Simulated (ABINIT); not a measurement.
# GaN (F-43m) in ABINIT: notebook

The runs below take GaN through single point, relaxation of cell and atoms, with WC, PBE.

Everything below comes from runs of ABINIT 10.8.3 (patched build). Logs are shortened: lines on timing, memory, paths and dates and some standing lists are left out, and cuts for length are marked. The log counts tension as positive stress, the text compression.

**The experiment to reproduce.**

From a printed reference work, textbook, for a bulk crystal of GaN at 0 K: band gap 3.299 eV (direct).

How close the calculation comes is told below.

### 1 The structure

The structure is cubic, space group F-43m (No. 216). The conventional cell has a = 4.507 Å, b = 4.507 Å, c = 4.507 Å, α = 90.00°, β = 90.00°, γ = 90.00°. Ga (site symmetry -43m) is surrounded by 4 N at 1.95 Å. Around N (site symmetry -43m) lie 4 Ga at 1.95 Å.

The cell is a database's computed one.

### 2 Single point, WC

run.abi

```
pp_dirpath "./"
pseudos "Ga.GGA_PBE-JTH.xml, N.GGA_PBE-JTH.xml"

acell 6.0224269985 6.0224269985 6.0224269985
rprim
     0.0000000000     0.7071067812     0.7071067812
     0.7071067812     0.0000000000     0.7071067812
     0.7071067812     0.7071067812     0.0000000000
ntypat 2
znucl 31 7
natom 2
typat 1 2
xcart
     0.0000000000     0.0000000000     0.0000000000
     2.1292494849     2.1292494849     2.1292494849

ecut 31.0
pawecutdg 53.0
pawxcdev 0

kptopt 1
ngkpt 10 10 10
nshiftk 1
shiftk 0.0 0.0 0.0

ixc 23

nband 13
occopt 3
tsmear 0.05 eV

nstep 100
tolvrs 1.0e-9

iomode 3
prtwf 0
prtden 0
prteig 0
prtebands 0
enunit 1
```

Potentials or basis: JTH PAW PBE v2.0.

The run is started by

```
> abinit run.abi > log 2>&1
```

run.abo:

```text
.Version 10.8.3 of ABINIT
 Symmetries : space group F-4 3 m (#216); Bravais cF (face-center cubic)
================================================================================
 Values of the parameters that define the memory need of the present run
     intxc =       0    ionmov =       0      iscf =      17    lmnmax =      18
     lnmax =       6     mgfft =      32  mpssoang =       3    mqgrid =    3001
     natom =       2  nloc_mem =       2    nspden =       1   nspinor =       1
    nsppol =       1      nsym =      24    n1xccc =       1    ntypat =       2
    occopt =       3   xclevel =       2
       mpw =        1296          nfft =       32768          nkpt =          47
 PAW method is used; the additional fine FFT grid is defined by:
   mgfftf=        40    nfftf =     64000
================================================================================
================================================================================

--------------------------------------------------------------------------------
------------- Echo of variables that govern the present computation ------------
--------------------------------------------------------------------------------
 -outvars: echo values of preprocessed input variables --------
            acell      6.0224269985E+00  6.0224269985E+00  6.0224269985E+00 Bohr
              amu      6.97230000E+01  1.40067400E+01
             ecut      3.10000000E+01 Hartree
           enunit           1
              ixc          23
         kptrlatt       10    0    0      0   10    0      0    0   10
          kptrlen      6.02242700E+01
            natom           2
            nband          13
            ngfft          32      32      32
          ngfftdg          40      40      40
             nkpt          47
            nstep         100
             nsym          24
           ntypat           2
           occopt           3
        pawecutdg      5.30000000E+01 Hartree
         pawxcdev           0
           prtden           0
        prtebands           0
           prteig           0
            prtwf           0
            rprim      0.0000000000E+00  7.0710678120E-01  7.0710678120E-01
                       7.0710678120E-01  0.0000000000E+00  7.0710678120E-01
                       7.0710678120E-01  7.0710678120E-01  0.0000000000E+00
          spgroup         216
           tolvrs      1.00000000E-09
           tsmear      1.83746611E-03 Hartree
            typat      1  2
           useylm           1
           xangst      0.0000000000E+00  0.0000000000E+00  0.0000000000E+00
                       1.1267503030E+00  1.1267503030E+00  1.1267503030E+00
            xcart      0.0000000000E+00  0.0000000000E+00  0.0000000000E+00
                       2.1292494850E+00  2.1292494850E+00  2.1292494850E+00
             xred      0.0000000000E+00  0.0000000000E+00  0.0000000000E+00
                       2.5000000000E-01  2.5000000000E-01  2.5000000000E-01
            znucl       31.00000    7.00000

================================================================================

 chkinp: Checking input parameters for consistency.

================================================================================
== DATASET  1 ==================================================================

--- !DatasetInfo
iteration_state: {dtset: 1, }
dimensions: {natom: 2, nkpt: 47, mband: 13, nsppol: 1, nspinor: 1, nspden: 1, mpw: 1296, }
cutoff_energies: {ecut:  31.0, pawecutdg:  53.0, }
electrons: {nelect:   1.80000000E+01, charge:   0.00000000E+00, occopt:   3.00000000E+00, tsmear:   1.83746611E-03, }
meta: {optdriver: 0, ionmov: 0, optcell: 0, iscf: 17, paral_kgb: 0, }
...

 Exchange-correlation functional for the present dataset will be:
  GGA: Wu Cohen functional - ixc=23
  Z. Wu and R. E. Cohen, PRB 73, 235116 (2006)

 Real(R)+Recip(G) space primitive vectors, cartesian coordinates (Bohr,Bohr^-1):
 R(1)=  0.0000000  4.2584990  4.2584990  G(1)= -0.1174123  0.1174123  0.1174123
 R(2)=  4.2584990  0.0000000  4.2584990  G(2)=  0.1174123 -0.1174123  0.1174123
 R(3)=  4.2584990  4.2584990  0.0000000  G(3)=  0.1174123  0.1174123 -0.1174123
 Unit cell volume ucvol=  1.5445417E+02 bohr^3
 Angles (23,13,12)=  6.00000000E+01  6.00000000E+01  6.00000000E+01 degrees

 Coarse grid specifications (used for wave-functions):

 getcut: wavevector=  0.0000  0.0000  0.0000  ngfft=  32  32  32
         ecut(hartree)=     31.000   => boxcut(ratio)=   2.11998

 Fine grid specifications (used for densities):

 getcut: wavevector=  0.0000  0.0000  0.0000  ngfft=  40  40  40
         ecut(hartree)=     53.000   => boxcut(ratio)=   2.02668

--- Pseudopotential description ------------------------------------------------
- pspini: atom type   1  psp file is ./Ga.GGA_PBE-JTH.xml
 Pseudopotential format is: paw10
 basis_size (lnmax)=  6 (lmn_size= 18), orbitals=   0   0   1   1   2   2
 Spheres core radius: rc_sph= 2.10359248
 Shapefunction is BESSEL type: shapef(r,l)=aa(1,l)*jl(q(1,l)*r)+aa(2,l)*jl(q(2,l)*r)
 Radius for shape functions =  1.80829011
 Compensation charge density is not taken into account in XC energy/potential

- pspini: atom type   2  psp file is ./N.GGA_PBE-JTH.xml
 Pseudopotential format is: paw10
 basis_size (lnmax)=  4 (lmn_size=  8), orbitals=   0   0   1   1
 Spheres core radius: rc_sph= 1.20497474
 Shapefunction is SIN type: shapef(r)=[sin(pi*r/rshp)/(pi*r/rshp)]**2
 Radius for shape functions =  1.00243812
 Compensation charge density is not taken into account in XC energy/potential

   4.80804022E+02                                ecore*ucvol(ha*bohr**3)
--------------------------------------------------------------------------------

[... 7 lines left out ...]

     iter   Etot(hartree)      deltaE(h)  residm     nres2
 ETOT  1  -88.784318893607    -8.878E+01 7.810E-01 2.271E+01
 ETOT  2  -89.175962421532    -3.916E-01 1.303E-02 3.799E+00
 ETOT  3  -89.173159520032     2.803E-03 1.779E-03 3.692E-01
 ETOT  4  -89.173129115519     3.040E-05 4.244E-04 1.214E-02
 ETOT  5  -89.173152420132    -2.330E-05 4.023E-04 2.670E-03
 ETOT  6  -89.173162569044    -1.015E-05 5.263E-05 4.742E-04
 ETOT  7  -89.173166860948    -4.292E-06 4.749E-05 1.883E-04
 ETOT  8  -89.173166685503     1.754E-07 1.586E-05 5.977E-06
 ETOT  9  -89.173166716335    -3.083E-08 5.437E-06 5.923E-06
 ETOT 10  -89.173166711628     4.707E-09 1.625E-05 4.783E-07
 ETOT 11  -89.173166711559     6.884E-11 5.481E-06 4.877E-08
 ETOT 12  -89.173166711522     3.699E-11 1.674E-05 9.002E-09
 ETOT 13  -89.173166711514     8.043E-12 5.649E-06 3.577E-10

 At SCF step   13       nres2   =  3.58E-10 < tolvrs=  1.00E-09 =>converged.

 Cartesian components of stress tensor (hartree/bohr^3)
  sigma(1 1)=  1.51533068E-05  sigma(3 2)=  0.00000000E+00
  sigma(2 2)=  1.51533068E-05  sigma(3 1)=  0.00000000E+00
  sigma(3 3)=  1.51533068E-05  sigma(2 1)=  0.00000000E+00

--- !ResultsGS
iteration_state: {dtset: 1, }
comment   : Summary of ground state results
lattice_vectors:
- [  0.0000000,   4.2584990,   4.2584990, ]
- [  4.2584990,   0.0000000,   4.2584990, ]
- [  4.2584990,   4.2584990,   0.0000000, ]
lattice_lengths: [   6.02243,    6.02243,    6.02243, ]
lattice_angles: [ 60.000,  60.000,  60.000, ] # degrees, (23, 13, 12)
lattice_volume:   1.5445417E+02
convergence: {deltae:  8.043E-12, res2:  3.577E-10, residm:  5.649E-06, diffor: null, }
etotal    :  -8.91731667E+01
entropy   :   0.00000000E+00
fermie    :   2.36916915E-01
cartesian_stress_tensor: # hartree/bohr^3
- [  1.51533068E-05,   0.00000000E+00,   0.00000000E+00, ]
- [  0.00000000E+00,   1.51533068E-05,   0.00000000E+00, ]
- [  0.00000000E+00,   0.00000000E+00,   1.51533068E-05, ]
pressure_GPa:  -4.4583E-01
xred      :
- [  0.0000E+00,   0.0000E+00,   0.0000E+00, Ga]
- [  2.5000E-01,   2.5000E-01,   2.5000E-01,  N]
cartesian_forces: # hartree/bohr
- [ -7.40975551E-31,   2.46991850E-31,   2.46991850E-31, ]
- [  7.40975551E-31,  -2.46991850E-31,  -2.46991850E-31, ]
force_length_stats: {min:   8.19179294E-31, max:   8.19179294E-31, mean:   8.19179294E-31, }
...

 Integrated electronic density in atomic spheres:
 ------------------------------------------------
 Atom  Sphere_radius  Integrated_density
    1        2.10359         11.19117548
    2        1.20497          2.56400836

================================================================================

 ----iterations are completed or convergence reached----

 Mean square residual over all n,k,spin=   10.554E-09; max=  56.488E-07
 reduced coordinates (array xred) for    2 atoms
       0.000000000000      0.000000000000      0.000000000000
       0.250000000000      0.250000000000      0.250000000000
 rms dE/dt=  5.6967E-30; max dE/dt=  8.4145E-30; dE/dt below (all hartree)
    1       0.000000000000      0.000000000000     -0.000000000000
    2       0.000000000000      0.000000000000     -0.000000000000

 cartesian coordinates (angstrom) at end:
    1      0.00000000000000     0.00000000000000     0.00000000000000
    2      1.12675030300373     1.12675030300373     1.12675030300373

 cartesian forces (hartree/bohr) at end:
    1     -0.00000000000000     0.00000000000000     0.00000000000000
    2      0.00000000000000    -0.00000000000000    -0.00000000000000
 frms,max,avg= 4.7295339E-31 7.4097555E-31   0.000E+00  0.000E+00  0.000E+00 h/b

 cartesian forces (eV/Angstrom) at end:
    1     -0.00000000000000     0.00000000000000     0.00000000000000
    2      0.00000000000000    -0.00000000000000    -0.00000000000000
 frms,max,avg= 2.4320241E-29 3.8102495E-29   0.000E+00  0.000E+00  0.000E+00 e/A
 length scales=  6.022426998500  6.022426998500  6.022426998500 bohr
              =  3.186931119771  3.186931119771  3.186931119771 angstroms
 Fermi (or HOMO) energy (eV) =   6.44684   Average Vxc (eV)= -10.95022
 Eigenvalues (   eV  ) for nkpt=  47  k points:
 kpt#   1, nband= 13, wtk=  0.00100, kpt=  0.0000  0.0000  0.0000 (reduced coord)
 -10.34524   -7.86983   -7.86983   -7.86983   -7.55079   -7.55079    5.57935    5.57935
   5.57935    7.22613   15.77122   15.77122   15.77122
 prteigrs : prtvol=0 or 1, do not print more k-points.

--- !EnergyTerms
iteration_state     : {dtset: 1, }
comment             : Components of total free energy in Hartree
kinetic             :  1.08877240234307E+01
hartree             :  2.33636128388941E+01
xc                  : -4.31601029333215E+00
Ewald energy        : -5.83371585563683E+01
psp_core            :  3.11292356461323E+00
local_psp           : -6.49133198477027E+01
PAW spherical_terms :  1.02906543135048E+00
internal            : -8.91731628391146E+01
'-kT*entropy'       : -2.25761238589737E-11
total_energy        : -8.91731628391372E+01
total_energy_eV     : -2.42652537679152E+03
...

--- !EnergyTermsDC
iteration_state     : {dtset: 1, }
comment             : '"Double-counting" decomposition of free energy'
band_energy         : -2.88958486689223E+00
Ewald energy        : -5.83371585563683E+01
psp_core            :  3.11292356461323E+00
xc_dc               : -2.24259812948824E+01
PAW spherical_terms : -8.63336555796172E+00
internal            : -8.91731667114914E+01
'-kT*entropy'       : -2.25761238589737E-11
total_energy_dc     : -8.91731667115140E+01
total_energy_dc_eV  : -2.42652548216426E+03
...

--- !EnergyTermsWithPAWCore
iteration_state     : {dtset: 1, }
comment             : 'Components of total free energy, including PAW core contributions'
Total energy        : -1.99828214143229E+03
Total energy DC     : -1.99828214530467E+03
Total energy (eV)   : -5.43760271789601E+04
Total energy DC (eV): -5.43760272843328E+04
...

 Cartesian components of stress tensor (hartree/bohr^3)
  sigma(1 1)=  1.51533068E-05  sigma(3 2)=  0.00000000E+00
  sigma(2 2)=  1.51533068E-05  sigma(3 1)=  0.00000000E+00
  sigma(3 3)=  1.51533068E-05  sigma(2 1)=  0.00000000E+00

-Cartesian components of stress tensor (GPa)         [Pressure= -4.4583E-01 GPa]
- sigma(1 1)=  4.45825677E-01  sigma(3 2)=  0.00000000E+00
- sigma(2 2)=  4.45825677E-01  sigma(3 1)=  0.00000000E+00
- sigma(3 3)=  4.45825677E-01  sigma(2 1)=  0.00000000E+00

== END DATASET(S) ==============================================================
================================================================================

 -outvars: echo values of variables after computation  --------
            acell      6.0224269985E+00  6.0224269985E+00  6.0224269985E+00 Bohr
           etotal     -8.9173166712E+01
            fcart     -7.4097555105E-31  2.4699185035E-31  2.4699185035E-31
                       7.4097555105E-31 -2.4699185035E-31 -2.4699185035E-31
            rprim      0.0000000000E+00  7.0710678120E-01  7.0710678120E-01
                       7.0710678120E-01  0.0000000000E+00  7.0710678120E-01
                       7.0710678120E-01  7.0710678120E-01  0.0000000000E+00
           strten      1.5153306773E-05  1.5153306773E-05  1.5153306773E-05
                       0.0000000000E+00  0.0000000000E+00  0.0000000000E+00
           xangst      0.0000000000E+00  0.0000000000E+00  0.0000000000E+00
                       1.1267503030E+00  1.1267503030E+00  1.1267503030E+00
             xred      0.0000000000E+00  0.0000000000E+00  0.0000000000E+00
                       2.5000000000E-01  2.5000000000E-01  2.5000000000E-01
 Calculation completed.
```

It took 24 s on 1 thread of Arm Neoverse V2, shared host; peak memory 0.12 GiB.

Results:

* Free energy: -2426.5255 eV
* Pressure: -0.4 GPa
* Band gap on the k mesh: 1.65 eV, direct
* Valence electrons inside the program's atomic spheres: Ga 11.19; N 2.56

Levels at points of the mesh, in eV from the valence-band top:
```csv
k point,band 6,band 7,band 8,band 9,band 10,band 11,band 12,band 13
"(0.00, 0.00, 0.00)",-13.13,0.00,0.00,0.00,1.65,10.19,10.19,10.19
"(0.50, 0.00, 0.00)",-11.86,-7.11,-0.98,-0.98,4.53,8.61,10.25,10.25
"(0.50, 0.50, 0.00)",-11.43,-6.18,-2.73,-2.73,3.22,6.53,11.54,13.83
```

Caveat: the PAW data sets were made with another functional, which shifts forces and pressure a little.

[end of part 1 of 2]
